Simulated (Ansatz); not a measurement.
Input:

BeO:
```xyz
4
Lattice="2.7117 0.0000 0.0000 -1.3559 2.3484 0.0000 0.0000 0.0000 4.4045" Properties=species:S:1:pos:R:3 pbc="T T T"
Be     0.0000     1.5656     4.4038
Be     1.3559     0.7828     2.2016
O      0.0000     1.5656     1.6633
O      1.3559     0.7828     3.8655
```

This is the PBE-relaxed structure.

Q: All from DFT-PBE in the program Ansatz with PAW potentials, unless another level is named. Estimate the electron effective mass.

A: 0.53, 0.60, 0.60 mₑ (principal values).

Q: Give the band gap.

A: 7.45 eV (direct).

Q: Predict the hole effective mass.

A: 0.38, 3.4, 3.4 mₑ (principal values).

Q: Give the valence-band maximum.

A: at Γ.

Q: Predict the weight of the valence-edge state by species (Voronoi cells).

A: O 90 %, Be 10 %.

Q: Give the weight of the conduction-edge state by species (Voronoi cells).

A: O 53 %, Be 47 %.

Space group P6_3mc (wurtzite). The PBE relaxation kept the symmetry of its start.

Potentials: the later of the program's two PAW sets.
